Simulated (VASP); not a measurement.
# CdTe (F-43m) in VASP: a series of runs, part 2 of 2

VASP 6.6.1.

**5. Single point, PBE0**

This run uses another cell than the first one: it holds 2 atoms, not 16.

Input file POSCAR:

```
CdTe
1.0
    0.0000000000      3.2050000000      3.2050000000
    3.2050000000      0.0000000000      3.2050000000
    3.2050000000      3.2050000000      0.0000000000
Te Cd
1 1
Direct
    0.7500000000      0.7500000000      0.7500000000
    0.0000000000      0.0000000000      0.0000000000
```

Input file INCAR.step1:

```
SYSTEM = CdTe
ALGO     = Normal         ! electronic algorithm
EDIFF    = 1E-5           ! SCF threshold, eV
ENCUT    = 650            ! plane-wave cutoff, eV
GGA      = PE             ! functional
ISIF     = 2              ! what is computed and relaxed
ISMEAR   = 0              ! smearing method
LASPH    = .TRUE.         ! aspherical terms in the spheres
LCHARG   = .FALSE.        ! write CHGCAR
LREAL    = .FALSE.        ! projectors in reciprocal space
LWAVE    = .TRUE.         ! write WAVECAR
NBANDS   = 17             ! bands
NELM     = 100            ! most SCF steps
NKRED    = 1            
PREC     = Accurate       ! precision mode
SIGMA    = 0.01           ! smearing width, eV
```

Input file INCAR.step2:

```
SYSTEM = CdTe
AEXX     = 0.25           ! exact-exchange fraction
ALGO     = Normal         ! electronic algorithm
EDIFF    = 1E-6           ! SCF threshold, eV
ENCUT    = 650            ! plane-wave cutoff, eV
GGA      = PE             ! functional
ISIF     = 2              ! what is computed and relaxed
ISMEAR   = 0              ! smearing method
ISTART   = 1            
LASPH    = .TRUE.         ! aspherical terms in the spheres
LCHARG   = .FALSE.        ! write CHGCAR
LHFCALC  = .TRUE.         ! exact exchange
LREAL    = .FALSE.        ! projectors in reciprocal space
LWAVE    = .FALSE.        ! write WAVECAR
NBANDS   = 17             ! bands
NELM     = 100            ! most SCF steps
NKRED    = 1            
PREC     = Accurate       ! precision mode
PRECFOCK = Fast         
SIGMA    = 0.01           ! smearing width, eV
```

Input file KPOINTS:

```
k-points
0
G
  5 5 5
  0 0 0
```

Run with:

```console
cat potpaw_PBE.64/Te/POTCAR potpaw_PBE.64/Cd/POTCAR > POTCAR
cp INCAR.step1 INCAR
mpirun -np 1 vasp_std > vasp.out
cp INCAR.step2 INCAR
mpirun -np 1 vasp_std > vasp.out
```

It took 17 min on 1 thread of Intel Xeon Platinum 8259CL at 2.50GHz (Skylake/Cascade Lake), shared host; peak memory 0.26 GiB.

These settings aren't checked as converged: the numbers below hold their error.

What came out:

```yaml
Free_energy: -6.5362 eV
Pressure: 3.1 GPa
Band_gap_on_the_k_mesh: 2.31 eV, direct
```

Caveat: the PAW data sets were made with another functional, which shifts forces and pressure a little; spin-orbit coupling is left out, which moves the levels of the heavy elements.

**6. Single point, PBE0**

This run uses another cell than the first one: it holds 2 atoms, not 16.

POSCAR is that of step 5.

INCAR.step1: that of step 5 with these lines changed.

```diff
@@ -3,3 +3,3 @@
 EDIFF    = 1E-5           ! SCF threshold, eV
-ENCUT    = 650            ! plane-wave cutoff, eV
+ENCUT    = 280            ! plane-wave cutoff, eV
 GGA      = PE             ! functional
```

INCAR.step2: that of step 5 with these lines changed.

```diff
@@ -4,3 +4,3 @@
 EDIFF    = 1E-6           ! SCF threshold, eV
-ENCUT    = 650            ! plane-wave cutoff, eV
+ENCUT    = 280            ! plane-wave cutoff, eV
 GGA      = PE             ! functional
```

Input file KPOINTS:

```
k-points
0
G
  3 3 3
  0 0 0
```

Potentials or basis: VASP PAW PBE potentials, release 64 (Te, Cd).

Run with:

```console
cat potpaw_PBE.64/Te/POTCAR potpaw_PBE.64/Cd/POTCAR > POTCAR
cp INCAR.step1 INCAR
mpirun -np 1 vasp_std > vasp.out
cp INCAR.step2 INCAR
mpirun -np 1 vasp_std > vasp.out
```

OUTCAR:

```text
SYSTEM = CdTe
   AEXX = 0.25
   EDIFF = 1E-6
   ENCUT = 280
   GGA = PE
   ISIF = 2
   ISMEAR = 0
   ISTART = 1
   LASPH = .TRUE.
   LHFCALC = .TRUE.
   LREAL = .FALSE.
   NELM = 100
   NKRED = 1
   PREC = Accurate
   PRECFOCK = Fast

 Found      4 irreducible k-points:

 Following reciprocal coordinates:
            Coordinates               Weight
  0.000000  0.000000  0.000000      1.000000
  0.333333  0.000000  0.000000      8.000000
  0.333333  0.333333  0.000000      6.000000
 -0.333333  0.333333  0.000000     12.000000
   k-points           NKPTS =      4   k-points in BZ     NKDIM =     27   number of bands    NBANDS=     17
   number of dos      NEDOS =    301   number of ions     NIONS =      2
   total plane-waves  NPLWV =  21952
   dimension x,y,z NGX =    28 NGY =   28 NGZ =   28
   dimension x,y,z NGXF=    56 NGYF=   56 NGZF=   56
   ions per type =               1   1
   NGX,Y,Z   is equivalent  to a cutoff of  10.27, 10.27, 10.27 a.u.
   NGXF,Y,Z  is equivalent  to a cutoff of  20.54, 20.54, 20.54 a.u.
 SYSTEM =  CdTe
   PREC   = accura    normal or accurate (medium, high low for compatibility)
   ISTART =      1    job   : 0-new  1-cont  2-samecut
   ICHARG =      0    charge: 1-file 2-atom 10-const
   ISPIN  =      1    spin polarized calculation?
   LNONCOLLINEAR =      F non collinear calculations
   LSORBIT =      F    spin-orbit coupling
   LASPH  =      T    aspherical Exc in radial PAW
   ENCUT  =  280.0 eV  20.58 Ry    4.54 a.u.   6.18  6.18  6.18*2*pi/ulx,y,z
   NELM   =    100;   NELMIN=  2; NELMDL=  0     # of ELM steps
   EDIFF  = 0.1E-05   stopping-criterion for ELM
   LREAL  =      F    real-space projection
   EDIFFG = 0.1E-04   stopping-criterion for IOM
   NSW    =      0    number of steps for IOM
   IBRION =     -1    ionic relax: 0-MD 1-quasi-New 2-CG
   NFREE  =      0    steps in history (QN), initial steepest desc. (CG)
   ISIF   =      2    stress and relaxation
   ISYM   =      3    0-nonsym 1-usesym 2-fastsym
   POTIM  = 0.5000    time-step for ionic-motion
   TEBEG  =    0.0;   TEEND  =   0.0 temperature during run
   PSTRESS=    0.0 pullay stress
   NELECT =      18.0000    total number of electrons
   NUPDOWN=      -1.0000    fix difference up-down
   EMIN   =  10.00;   EMAX   =-10.00  energy-range for DOS
   EFERMI =   0.00;   METHOD = LEGACY
   ISMEAR =     0;   SIGMA  =   0.01  broadening in eV -4-tet -1-fermi 0-gaus
   EFERMI_NEDOS =   21; number of points for ismear=-14 and -15
   IALGO  =     38    algorithm
   IMIX   =      1    mixing-type and parameters
     AMIX     =   0.40;   BMIX     =  1.00
     AMIX_MAG =   1.60;   BMIX_MAG =  1.00
  volume/ion in A,a.u.               =      32.92       222.17
  Fermi-wavevector in a.u.,A,eV,Ry     =   1.062497  2.007828 15.359610  1.128899
  Thomas-Fermi vector in A             =   2.197950
   LORBIT       =      0    0 simple, 1 ext, 2 COOP (PROOUT), +10 PAW based schemes
   GGA     = PE    functional components
   LHFCALC =     T    Hartree Fock is set to
   PRECFOCK=fast      Normal, Fast or Accurate (Low or Medium for compatibility)
   ENCUT4O =  -1.0   cutoff for four orbital integrals eV
   NKREDX  =     1    reduce k-point grid by
   NKREDY  =     1    reduce k-point grid by
   NKREDZ  =     1    reduce k-point grid by
   AEXX    =    0.2500 exact exchange contribution
   HFSCREEN=    0.0000 screening length (either q_TF or 0.3 A-1)
   HFSCREENC=   0.0000 screening length for correlation (either q_TF or 0.3 A-1)
   ENCUTFOCK=  -1.0 apply spherical cutoff to Coloumb kernel
   IVDW    =     0    specifies the selected vdW correction
   LEPSILON=     F    determine dielectric tensor
   LRPA    =     F    only Hartree local field effects (RPA)
 non-spin polarized calculation
 Gauss-broadening in eV      SIGMA  =   0.01
  energy-cutoff  :      280.00
  volume of cell :       65.84
 maximum number of plane-waves:       725
 NGX is ok and might be reduce to    28
  NGX = 14; NGY = 14; NGZ = 14

 number of electron      18.0000011 magnetization

 Free energy of the ion-electron system (eV)
  ---------------------------------------------------
  ext. energy  EPLUGINS =         0.00000000
  ---------------------------------------------------
  free energy    TOTEN  =        -6.36903474 eV

  energy without entropy =       -6.36903474  energy(sigma->0) =       -6.36903474

 E-fermi :   1.8492     XC(G=0):  -6.8786

 val. band max:        1.7881399060   @ k =   0.0000   0.0000   0.0000
 cond. band min:       4.2431935689   @ k =   0.0000   0.0000   0.0000
 fundamental gap:      2.4550536629
 Fermi energy:         1.8492353392

 k-point     1 :       0.0000    0.0000    0.0000
  band No.  band energies     occupation
      1     -10.5538      2.00000
      2      -7.9659      2.00000
      3      -7.9659      2.00000
      4      -7.9656      2.00000
      5      -7.6768      2.00000
      6      -7.6768      2.00000
[... 9 lines left out ...]
     16      12.9754      0.00000
     17      13.6625      0.00000

 k-point     2 :       0.3333    0.0000    0.0000
  band No.  band energies     occupation
      1     -10.2296      2.00000
      2      -7.9095      2.00000
      3      -7.9095      2.00000
      4      -7.6740      2.00000
      5      -7.6738      2.00000
      6      -7.5022      2.00000
[... 9 lines left out ...]
     16      12.4663      0.00000
     17      16.2345      0.00000

 k-point     3 :       0.3333    0.3333    0.0000
  band No.  band energies     occupation
      1     -10.1322      2.00000
      2      -7.8362      2.00000
      3      -7.8361      2.00000
      4      -7.7680      2.00000
      5      -7.6529      2.00000
      6      -7.3781      2.00000
[... 9 lines left out ...]
     16      15.8933      0.00000
     17      16.7557      0.00000

 k-point     4 :      -0.3333    0.3333    0.0000
  band No.  band energies     occupation
      1     -10.0449      2.00000
      2      -7.8529      2.00000
      3      -7.8340      2.00000
      4      -7.7072      2.00000
      5      -7.6722      2.00000
      6      -6.9833      2.00000
[... 9 lines left out ...]
     16      15.9957      0.00000
     17      16.5144      0.00000

------------------------ aborting loop because EDIFF is reached ----------------------------------------

  FORCE on cell =-STRESS in cart. coord.  units (eV):
  Direction    XX          YY          ZZ          XY          YZ          ZX
  --------------------------------------------------------------------------------------
  -------------------------------------------------------------------------------------
  Total        1.4273440      1.4273440      1.4273440      0.0000000      0.0000000      0.0000000
  in kB       34.7316287     34.7316287     34.7316287      0.0000000      0.0000000      0.0000000
  external PRESSURE =      34.7316287 kB  Pullay stress =       0.0000000 kB

 VOLUME and BASIS-vectors are now :
 -----------------------------------------------------------------------------
  energy-cutoff  :      280.00
  volume of cell :       65.84
      direct lattice vectors                 reciprocal lattice vectors
     0.000000000  3.205000000  3.205000000    -0.156006240  0.156006240  0.156006240
     3.205000000  0.000000000  3.205000000     0.156006240 -0.156006240  0.156006240
     3.205000000  3.205000000  0.000000000     0.156006240  0.156006240 -0.156006240

 POSITION                                       TOTAL-FORCE (eV/Angst)
 -----------------------------------------------------------------------------------
      4.80750      4.80750      4.80750        -0.000000      0.000000      0.000000
      0.00000      0.00000      0.00000         0.000000     -0.000000     -0.000000
 -----------------------------------------------------------------------------------
    total drift:                               -0.000078     -0.000104     -0.000067

  FREE ENERGIE OF THE ION-ELECTRON SYSTEM (eV)
  ---------------------------------------------------
  free  energy   TOTEN  =        -6.3690347367 eV

  energy  without entropy=       -6.3690347367  energy(sigma->0) =       -6.36903474
```

It took 29 s on 1 thread of Intel Xeon Platinum 8259CL at 2.50GHz (Skylake/Cascade Lake), shared host; peak memory 0.15 GiB.

The run converged, but some of its settings lie outside the range that counts as converged, so its numbers aren't taken as properties of the crystal.

What came out:

```
Free energy            : -6.3690 eV
Band gap on the k mesh : 2.46 eV, direct
```

Caveat: the k mesh is coarse (spacing up to 0.57 Å⁻¹), so the values aren't converged, least of all with exact exchange; the cutoff is under 1.25 times the usual one of these potentials, so pressure, stress and relaxed cells hold a basis-set (Pulay) error; the PAW data sets were made with another functional, which shifts forces and pressure a little; spin-orbit coupling is left out, which moves the levels of the heavy elements.

**7. For comparison**

An earlier run on the cell as given: functional PBEsol; potentials or basis VASP PAW PBE potentials, release 64 (Te, Cd); cutoff 520 eV; k mesh 7 × 7 × 7; occupations fermi-dirac, width 0.05 eV; no spin polarisation.

* Pressure: 1.9 GPa
* Band gap on the k mesh: 0.76 eV, direct
